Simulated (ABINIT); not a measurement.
# MoS2: single point with LDA

Crystal: MoS2.

```
Mo S
1.0
     1.58000    0.91221    6.15000
    -1.58000    0.91221    6.15000
     0.00000   -1.82443    6.15000
Mo S
1 2
Direct
  0.00000 0.00000 0.00000
  0.41700 0.41700 0.41700
  0.25000 0.25000 0.25000
```

Measurements of this composition are mostly on another form, of space group No. 194.

```yaml
Program: ABINIT 10.8.3 (patched build)
Task: single point
Functional: LDA
Potentials_or_basis: PseudoDojo NC SR LDA v0.4.1 standard
Cutoff: 952 eV
k_mesh: 8 × 8 × 8
Occupations: fermi-dirac, width 0.05 eV
Spin: no spin polarisation
```

```
Pressure                                              : -2.6 GPa
Largest force                                         : 0.092 eV/Å
Band gap on the k mesh                                : 0.96 eV, indirect (least direct gap 2.02 eV)
Valence electrons inside the program's atomic spheres : Mo 10.54; S 3.94
```

Forces in eV/Å, atoms in the order of the input:
```
Mo   0.000  0.000  0.084
S    0.000  0.000  0.008
S    0.000  0.000 -0.092
```

Stress tensor (GPa, compression positive):
```
-3.44  0.00  0.00
 0.00 -3.44  0.00
 0.00  0.00 -0.95
```

Levels at points of the mesh, in eV from the valence-band top:
```
           k point  band 11  band 12  band 13  band 14  band 15  band 16
(0.00, 0.00, 0.00)    -2.36    -1.27    -1.21     2.00     2.00     2.43
(0.50, 0.00, 0.00)    -2.35    -1.67    -1.53     1.54     1.96     3.40
(0.50, 0.50, 0.00)    -2.93    -1.85    -1.35     1.50     2.09     2.92
(0.50, 0.50, 0.50)    -2.33    -2.33     0.00     2.10     2.10     2.30
```

Run time: 7.2 min on 1 thread of Intel(R) Xeon(R) Platinum 8488C (Sapphire Rapids), with other jobs on the host, peak memory 0.21 GiB.

A k mesh can miss the band edges. Expect the measured gap to be larger: semilocal functionals such as LDA lack the derivative discontinuity.
